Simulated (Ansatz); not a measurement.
Comparing deformations in MgO

The calculation used DFT PBEsol, scalar-relativistic, plane waves, PAW in Ansatz. The runs took a 420 eV cutoff, a Γ-centred 10×10×10 mesh and Gaussian smearing (0.05 eV). No spin polarisation. Energies are free energies at this smearing, counted from the undisturbed cell; pressure is positive in compression.

Zero of the scan (relaxed at this level):

```
CELL_PARAMETERS angstrom
0.00000 2.10711 2.10711
2.10711 0.00000 2.10711
2.10711 2.10711 0.00000
ATOMIC_POSITIONS crystal
Mg 0.00000 0.00000 0.00000
O 0.50000 0.50000 0.50000
```

The cell is strained by ε times a Voigt pattern (xx, yy, zz, yz, xz, xy; engineering shear) with fractional coordinates fixed. τ = (1/V0) dE/dε comes from the stress tensor. Of each scan, only the three points used here are listed.

| pattern | ε | τ (GPa) |
| --- | --- | --- |
| (1, 1, 0, 0, 0, 0) | -0.0250 | -21.95 |
| (1, 1, 0, 0, 0, 0) | 0.0000 | 0.02 |
| (1, 1, 0, 0, 0, 0) | 0.0250 | 16.70 |
| (0, 0, 1, 0, 0, 0) | -0.0150 | -4.82 |
| (0, 0, 1, 0, 0, 0) | 0.0000 | 0.01 |
| (0, 0, 1, 0, 0, 0) | 0.0150 | 4.01 |

Which constants do the scans give, and which deformation costs least for the same size of strain tensor?

The slope dτ/dε at zero (parabola through three points) is pᵀCp: (1, 1, 0, 0, 0, 0) gives 2(C11 + C12) = 773 GPa; (0, 0, 1, 0, 0, 0) gives C11 = 294 GPa. The size of the strain tensor, ε:ε, is ε² times 2.0, 1.0. Per unit of it the stiffnesses are 387, 294 GPa, so (0, 0, 1, 0, 0, 0) is the softest of these: at ε:ε = (1 %)² the quadratic term costs 0.86 meV/atom against 1.13 for the stiffest.

What else follows for this cubic crystal?

From the unrounded slopes C11 = 294.1 and C12 = 92.5 GPa, so B = (C11 + 2 C12)/3 = 160 GPa and the Poisson ratio for a pull along a cube edge is C12/(C11 + C12) = 0.24.